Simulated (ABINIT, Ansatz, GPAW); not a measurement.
**One calculation of Bi, 4 ways**

```
CELL_PARAMETERS angstrom
3.23838 0.00000 0.00000
0.00000 3.22164 0.00000
-0.08045 0.00000 6.44389
ATOMIC_POSITIONS crystal
Bi 0.54425 0.00000 0.74958
Bi 0.45575 0.00000 0.25042
```

This isn't the form of Bi at room conditions, which is rhombohedral.

Alike in all runs: task single point; functional PBEsol; k mesh 8 × 8 × 4; occupations fermi-dirac, width 0.05 eV; no spin polarisation; no spin-orbit coupling. Pressure is positive in compression and, in plane waves, holds the error of the finite cutoff, which Ansatz's Pulay term estimates and takes out.

| program and potentials | plane-wave cutoff (eV) | notes | band gap (eV) | pressure (GPa) |
| --- | --- | --- | --- | --- |
| Ansatz, Ansatz PAW | 420 | potentials made for PBE, which Ansatz adapts in part; Pulay term of +0.03 GPa included | no gap | -0.45 |
| ABINIT, PseudoDojo NC SR PBEsol v0.4.1 standard | 898 | - | ? | ? |
| GPAW, PAW data sets generated for this functional | 600 | - | no gap | -0.55 |
| Ansatz, all-electron LAPW, scalar-relativistic | - | - | no gap | -0.43 |

Task: Estimate from the other rows what the run with ABINIT, PseudoDojo NC SR PBEsol v0.4.1 standard gave.

Result: No band gap; pressure -0.44 GPa. The other rows, which needn't bracket it: pressure -0.55 to -0.43.
